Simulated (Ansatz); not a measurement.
A run of Ansatz 0.2.0 is set up as follows.

input.yaml

```yaml
crystal:
  lattice:
    - [3.635035, -2.39502, 0.0]
    - [3.635035, 2.39502, 0.0]
    - [0.0, 0.0, 9.79344]
  atoms:
    - { symbol: I, position: [0.6493, 0.3507, 0.3844] }
    - { symbol: I, position: [0.1493, 0.8507, 0.1156] }
    - { symbol: I, position: [0.3507, 0.6493, 0.6156] }
    - { symbol: I, position: [0.8507, 0.1493, 0.8844] }
hamiltonian:
  xc: { exchange: pbe, correlation: pbe, exx: { coeff: 0.25, omega: 0.6 } }
  pseudopotentials: { kind: paw }
kpoints:
  mp_grid: { grid: [4, 4, 2] }
scf:
  occupations: { method: fermi_dirac, width: 0.05 }
output:
  forces: true
  stress: true
  eigenvalues: true
  write_density: true
  write_potential: true
  elf: true
  volumetric_format: npy
```

Potentials or basis: Ansatz PAW.

Command:

```sh
$ ansatz run input.yaml --threads 2 --pin off --max-ram 5632MiB --backend cpu --events-out ev --progress --plain --runs-dir out
```

Problem. Predict the pressure.

Solution. 1.3 GPa.

Problem. Estimate the band gap on the k mesh.

Solution. 1.59 eV, indirect (least direct gap 1.74 eV).

Problem. Predict the largest force.

Solution. 0.572 eV/Å.

Forces on the atoms (eV/Å):
```
I    0.000 -0.246 -0.516
I    0.000 -0.246  0.516
I    0.000  0.246  0.516
I    0.000  0.246 -0.516
```

Caveat: spin-orbit coupling is left out, which moves the levels of the heavy elements; the PAW data sets come from PBE, with cores solved anew for the run's functional, which leaves a small shift of forces and pressure; the thresholds are loose for stress. A k mesh can miss the band edges.
